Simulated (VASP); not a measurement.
Input of a VASP 6.6.1 run:

INCAR

```
PREC = Accurate
ENCUT = 520
EDIFF = 1E-7
ISMEAR = -1
SIGMA = 0.05
LREAL = False
LASPH = True
NELM = 60
ALGO = Normal
ISIF = 2
LWAVE = False
LCHARG = False
METAGGA = LAK
LMIXTAU = True
NBANDS = 16
```

Contents of KPOINTS:

```
regular mesh
0
Gamma
  8 8 8
```

The input POSCAR:

```
HgSe
1.0
    0.0000000000      3.0390000000      3.0390000000
    3.0390000000      0.0000000000      3.0390000000
    3.0390000000      3.0390000000      0.0000000000
Hg Se
1 1
Direct
    0.0000000000      0.0000000000      0.0000000000
    0.7500000000      0.7500000000      0.7500000000
```

KPOINTS_OPT

```
path GXWKGLUWLK,UX
20
line-mode
reciprocal
 0.0000000000  0.0000000000  0.0000000000  G
 0.5000000000  0.0000000000  0.5000000000  X

 0.5000000000  0.0000000000  0.5000000000  X
 0.5000000000  0.2500000000  0.7500000000  W

 0.5000000000  0.2500000000  0.7500000000  W
 0.3750000000  0.3750000000  0.7500000000  K

 0.3750000000  0.3750000000  0.7500000000  K
 0.0000000000  0.0000000000  0.0000000000  G

 0.0000000000  0.0000000000  0.0000000000  G
 0.5000000000  0.5000000000  0.5000000000  L

 0.5000000000  0.5000000000  0.5000000000  L
 0.6250000000  0.2500000000  0.6250000000  U

 0.6250000000  0.2500000000  0.6250000000  U
 0.5000000000  0.2500000000  0.7500000000  W

 0.5000000000  0.2500000000  0.7500000000  W
 0.5000000000  0.5000000000  0.5000000000  L

 0.5000000000  0.5000000000  0.5000000000  L
 0.3750000000  0.3750000000  0.7500000000  K

 0.6250000000  0.2500000000  0.6250000000  U
 0.5000000000  0.0000000000  0.5000000000  X
```

Potentials or basis: VASP PAW PBE potentials, release 64 (Hg, Se).

Command:

```bash
$ cat potpaw_PBE.64/Hg/POTCAR potpaw_PBE.64/Se/POTCAR > POTCAR
$ mpirun -np 1 vasp_std > vasp.out
```

Estimate the pressure.

6.6 GPa.

Predict the band gap along the path.

none (metal or under the smearing width).

Levels at the corners of the path, in eV from the Fermi level:
| point | band 7 | band 8 | band 9 | band 10 | band 11 | band 12 |
| --- | --- | --- | --- | --- | --- | --- |
| Γ | -0.45 | -0.05 | -0.05 | -0.05 | 6.03 | 6.03 |
| X | -5.23 | -2.41 | -2.41 | 3.07 | 3.37 | 8.91 |
| X | -5.23 | -2.41 | -2.41 | 3.07 | 3.37 | 8.91 |
| W | -5.44 | -2.85 | -2.54 | 4.02 | 5.45 | 6.79 |
| W | -5.44 | -2.85 | -2.54 | 4.02 | 5.45 | 6.79 |
| K | -5.39 | -3.01 | -1.98 | 3.30 | 4.87 | 8.29 |
| K | -5.39 | -3.01 | -1.98 | 3.30 | 4.87 | 8.29 |
| Γ | -0.45 | -0.05 | -0.05 | -0.05 | 6.03 | 6.03 |
| Γ | -0.45 | -0.05 | -0.05 | -0.05 | 6.03 | 6.03 |
| L | -5.66 | -1.05 | -1.05 | 1.53 | 6.76 | 6.76 |
| L | -5.66 | -1.05 | -1.05 | 1.53 | 6.76 | 6.76 |
| U | -5.39 | -3.01 | -1.98 | 3.30 | 4.87 | 8.29 |
| U | -5.39 | -3.01 | -1.98 | 3.30 | 4.87 | 8.29 |
| W | -5.44 | -2.85 | -2.54 | 4.02 | 5.45 | 6.79 |
| W | -5.44 | -2.85 | -2.54 | 4.02 | 5.45 | 6.79 |
| L | -5.66 | -1.05 | -1.05 | 1.53 | 6.76 | 6.76 |
| L | -5.66 | -1.05 | -1.05 | 1.53 | 6.76 | 6.76 |
| K | -5.39 | -3.01 | -1.98 | 3.30 | 4.87 | 8.29 |
| U | -5.39 | -3.01 | -1.98 | 3.30 | 4.87 | 8.29 |
| X | -5.23 | -2.41 | -2.41 | 3.07 | 3.37 | 8.91 |

Caveat: the PAW data sets were made with another functional, which shifts forces and pressure a little; spin-orbit coupling is left out, which moves the levels of the heavy elements.
